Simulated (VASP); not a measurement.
Consider the following.

```yaml
crystal:
  lattice:
    - [4.51645, 0.00000, 0.00000]
    - [0.00000, 4.51645, 0.00000]
    - [0.00000, 0.00000, 4.51645]
  atoms:
    - { symbol: Cs, position: [0.00000, 0.00000, 0.00000] }
    - { symbol: I, position: [0.50000, 0.50000, 0.50000] }
```

Method: PBEsol GGA, VASP's PBE PAW potentials (set 64) (plane waves; VASP). Settings: 400 eV cut-off, 8×8×8 Γ-centred mesh, Gaussian smearing of 0.010 eV, potentials Cs_sv I.

Question: Give the direction-averaged independent-particle dielectric function (no local fields, no excitons; a broadening of 0.1 eV leaves a tail below the gap, and fine structure carries the noise of the k-mesh).

Answer: 
```csv
ħω (eV),ε₁,ε₂
0.00,3.86,0.00
0.40,3.87,0.01
0.80,3.90,0.01
1.20,3.95,0.02
1.70,4.05,0.03
2.10,4.17,0.03
2.50,4.33,0.05
2.90,4.55,0.07
3.40,4.98,0.11
3.80,5.59,0.29
4.20,6.42,1.00
4.60,6.73,1.44
5.10,7.37,4.13
5.50,6.65,6.42
5.90,3.14,7.71
6.30,2.56,5.44
6.80,1.01,4.12
7.20,1.84,4.84
7.60,-1.43,5.41
8.00,-0.85,2.91
8.50,-0.14,1.73
8.90,0.39,1.73
9.30,0.72,1.16
9.80,1.19,1.29
```
ε₂ peaks at 5.9 eV (height 7.7), 7.5 eV (height 6.6); ε₁(0) averages 3.86, so the electronic refractive index below the gap tends to √3.86 = 1.96.

The compound is CsI in the CsCl type structure. It was relaxed first.
